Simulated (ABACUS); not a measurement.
# GaSb (F-43m) in ABACUS: settings compared, part 3 of 3

ABACUS 3.10.1.

## 6. Relaxation of cell and atoms, AM05

The input, INPUT:

```
INPUT_PARAMETERS
suffix              GaSb
calculation         cell-relax
basis_type          pw
pseudo_dir          ./
symmetry            1
dft_functional      GGA_X_AM05+GGA_C_AM05
ecutwfc             81
pseudo_rcut         10
nspin               1
nbands              18
ks_solver           dav
smearing_method     fd
smearing_sigma      0.00367493
scf_thr             1e-08
scf_nmax            100
mixing_type         broyden
mixing_beta         0.7
cal_force           1
cal_stress          1
relax_nmax          60
force_thr_ev        0.01
relax_method        cg
out_stru            1
stress_thr          0.2
kpar                4
```

The input, STRU:

```
ATOMIC_SPECIES
Sb 121.7600 Sb.upf
Ga 69.7230 Ga.upf

LATTICE_CONSTANT
8.1751050464

LATTICE_VECTORS
0.0000000000 0.7071067812 0.7071067812
0.7071067812 0.0000000000 0.7071067812
0.7071067812 0.7071067812 0.0000000000

ATOMIC_POSITIONS
Cartesian

Sb
0.0
1
1.0606601718 1.0606601718 1.0606601718 1 1 1

Ga
0.0
1
0.0000000000 0.0000000000 0.0000000000 1 1 1
```

The input, KPT:

```
K_POINTS
0
Gamma
6 6 6 0 0 0
```

Potentials or basis: PseudoDojo NC SR 0.5 PBE standard, plane waves.

Run with:

```
$ OMP_NUM_THREADS=1 mpirun -np 4 abacus > log
```

running log:

```text
ABACUS v3.10.1

               Atomic-orbital Based Ab-initio Computation at UStc

 ------------------------------------------------------------------------------------

 READING GENERAL INFORMATION
                           global_out_dir = OUT.GaSb/
                           global_in_card = INPUT
                               pseudo_dir = ./
                              orbital_dir =
                                    DSIZE = 4
                                    GSIZE = 1

 READING UNITCELL INFORMATION
                                    ntype = 2
                  lattice constant (Bohr) = 8.17511
              lattice constant (Angstrom) = 4.32608

 READING ATOM TYPE 1
                               atom label = Sb
                      L=0, number of zeta = 1
                      L=1, number of zeta = 1
                      L=2, number of zeta = 1
             number of atom for this type = 1

 READING ATOM TYPE 2
                               atom label = Ga
                      L=0, number of zeta = 1
                      L=1, number of zeta = 1
                      L=2, number of zeta = 1
             number of atom for this type = 1

                        TOTAL ATOM NUMBER = 2
CARTESIAN COORDINATES ( UNIT =       8.175105046400 Bohr ).
    atom                   x                   y                   z     mag                  vx                  vy                  vz
tauc_Sb1            1.0606601718        1.0606601718        1.0606601718  0.0000        0.0000000000        0.0000000000        0.0000000000
tauc_Ga1            0.0000000000        0.0000000000        0.0000000000  0.0000        0.0000000000        0.0000000000        0.0000000000

                          Volume (Bohr^3) = 386.336
                             Volume (A^3) = 57.249

 Lattice vectors: (Cartesian coordinate: in unit of a_0)
                   +0           +0.707107           +0.707107
            +0.707107                  +0           +0.707107
            +0.707107           +0.707107                  +0
 Reciprocal vectors: (Cartesian coordinate: in unit of 2 pi/a_0)
            -0.707107           +0.707107           +0.707107
            +0.707107           -0.707107           +0.707107
[... 333 lines left out ...]

------------------------------------------------------------------------------------------
 TOTAL-FORCE (eV/Angstrom)
------------------------------------------------------------------------------------------
                       Sb1         0.0000000000         0.0000000000         0.0000000000
                       Ga1         0.0000000000         0.0000000000         0.0000000000
------------------------------------------------------------------------------------------
[... 13 lines left out ...]
 Largest gradient in stress is 1.926098 kbar.
 Threshold is 0.200000 kbar.

 Relaxation is not converged yet!
CARTESIAN COORDINATES ( UNIT =       8.175105046400 Bohr ).
    atom                   x                   y                   z     mag                  vx                  vy                  vz
tauc_Sb1            1.0624851279        1.0624851279        1.0624851279  0.0000        0.0000000000        0.0000000000        0.0000000000
tauc_Ga1            0.0000000000        0.0000000000        0.0000000000  0.0000        0.0000000000        0.0000000000        0.0000000000

                          Volume (Bohr^3) = 388.333470
                             Volume (A^3) = 57.545014
[... 10 lines left out ...]
 -------------------------------------------
 STEP OF RELAXATION : 2
 -------------------------------------------

[... set-up of the moved cell ...]

 PW ALGORITHM --------------- ION=   2  ELEC=   1--------------------------------
 Notice: Threshold on eigenvalues was too large.
 hsover_error=0.280000 > DRHO=0.000010
 Origin diag ethr = 0.010000
 New diag ethr = 0.000000
[... 44 lines left out ...]
 charge density convergence is achieved
 final etot is -4539.48674314037 eV
 EFERMI = 8.23131703768 eV

 STATE ENERGY(eV) AND OCCUPATIONS    NSPIN == 1
[... levels at 4 further k points ...]

------------------------------------------------------------------------------------------
 TOTAL-FORCE (eV/Angstrom)
------------------------------------------------------------------------------------------
                       Sb1         0.0000000000         0.0000000000         0.0000000000
                       Ga1         0.0000000000         0.0000000000         0.0000000000
------------------------------------------------------------------------------------------
[... 13 lines left out ...]
 Largest gradient in stress is 0.547384 kbar.
 Threshold is 0.200000 kbar.

 Relaxation is not converged yet!
CARTESIAN COORDINATES ( UNIT =       8.175105046400 Bohr ).
    atom                   x                   y                   z     mag                  vx                  vy                  vz
tauc_Sb1            1.0620963087        1.0620963087        1.0620963087  0.0000        0.0000000000        0.0000000000        0.0000000000
tauc_Ga1            0.0000000000        0.0000000000        0.0000000000  0.0000        0.0000000000        0.0000000000        0.0000000000

                          Volume (Bohr^3) = 387.907291
                             Volume (A^3) = 57.481861
[... 10 lines left out ...]
 -------------------------------------------
 STEP OF RELAXATION : 3
 -------------------------------------------

[... set-up of the moved cell ...]

 PW ALGORITHM --------------- ION=   3  ELEC=   1--------------------------------
 Notice: Threshold on eigenvalues was too large.
 hsover_error=0.280000 > DRHO=0.000001
 Origin diag ethr = 0.010000
 New diag ethr = 0.000000
[... 148 lines left out ...]
 Largest gradient in stress is 0.000406 kbar.
 Threshold is 0.200000 kbar.

 Relaxation is converged!

 --------------------------------------------
 !FINAL_ETOT_IS -4539.4867545203142072 eV
 --------------------------------------------
```

It took 9.5 s on 4 MPI ranks of Intel Xeon 6975P-C (Granite Rapids), shared host; peak memory 0.44 GiB.

Results:

* Free energy: -4539.4868 eV
* Relaxed volume: 28.74 Å³/atom
* Relaxed cell: a = 4.332 Å, b = 4.332 Å, c = 4.332 Å, α = 60.00°, β = 60.00°, γ = 60.00°
* Space group after relaxing (to 0.05 Å): F-43m (No. 216)
* Energy gained by relaxing: 0.1 meV/atom
* Ionic steps: 3
* Pressure after relaxing: 0.0 GPa
* Band gap on the k mesh: none (metal or under the smearing width)

Step by step:
```
step  energy change (eV)  largest force (eV/Å)  pressure (GPa)  volume (Å³)
   1              0.0000                0.0000            0.19        57.25
   2             -0.0001                0.0000           -0.05        57.55
   3             -0.0001                0.0000            0.00        57.48
```

Final structure:
```cif
data_structure
_symmetry_space_group_name_H-M 'P 1'
_symmetry_Int_Tables_number 1
_cell_length_a 4.3319
_cell_length_b 4.3319
_cell_length_c 4.3319
_cell_angle_alpha 60.000
_cell_angle_beta 60.000
_cell_angle_gamma 60.000
_cell_volume 57.48
loop_
_atom_site_label
_atom_site_type_symbol
_atom_site_fract_x
_atom_site_fract_y
_atom_site_fract_z
_atom_site_occupancy
Sb1 Sb 0.75000 0.75000 0.75000 1
Ga1 Ga 0.00000 0.00000 0.00000 1
```

Levels at points of the mesh, in eV from the Fermi level:
```
           k point  band 11  band 12  band 13  band 14  band 15  band 16
(0.00, 0.00, 0.00)   -11.51    -0.09    -0.05    -0.05    -0.05     2.75
(0.50, 0.50, 0.50)    -9.90    -6.39    -1.19    -1.19     0.34     3.73
(0.50, 0.50, 0.00)    -9.09    -6.84    -2.60    -2.60     0.89     1.25
```

Caveat: the potentials were made for another functional, which shifts forces and pressure; this crystal is a semiconductor, whose small gap the functional closes, so the metal is an error of the method.

## 7. Overview

| task | level | potentials or basis | cell | max steps of the relaxation | force threshold | optimiser | stress threshold | gap on the mesh (eV) | pressure (GPa) |
| --- | --- | --- | --- | --- | --- | --- | --- | --- | --- |
| single point | PBE | SG15 ONCV 1.2 PBE, plane waves | as given | - | - | - | - | none | 2.3 |
| single point | AM05 | PseudoDojo NC SR 0.5 PBE standard, plane waves | as given | - | - | - | - | none | 0.2 |
| relaxation of cell and atoms | AM05 | PseudoDojo NC SR 0.5 PBE standard, plane waves | relaxed | 60 | 0.01 eV/Å | cg | 0.2 kbar | none | 0.0 |

Alike in all rows: no spin polarisation; k mesh 6 × 6 × 6; cutoff (eV) 1102; smearing fermi-dirac 0.05 eV.

Caveats: this crystal is a semiconductor, whose small gap the functional closes, so the metal is an error of the method; the potentials were made for another functional, which shifts forces and pressure (some runs).

Total energies depend on the potentials used, so only differences within one code and one set of settings carry meaning.

## 8. Comparison with measurements

Step 2. A measured gap of GaSb is 0.811 eV (direct; 4.2 K; a printed reference work, data compilation); the calculated 0.00 eV misses it by -0.81 eV. Spin-orbit coupling on Ga, Sb is left out. The value is that of PBE on a finite k mesh, which can miss the band edges, without temperature or zero-point motion. Semilocal functionals fall short of measured gaps as a rule.

Step 5. Measured gap of GaSb: 0.811 eV (direct; 4.2 K; a printed reference work, data compilation). This calculation gives 0.00 eV (-0.81 eV). Spin-orbit coupling on Ga, Sb is left out. The value is that of AM05 on a finite k mesh, which can miss the band edges, without temperature or zero-point motion. Semilocal functionals fall short of measured gaps as a rule.
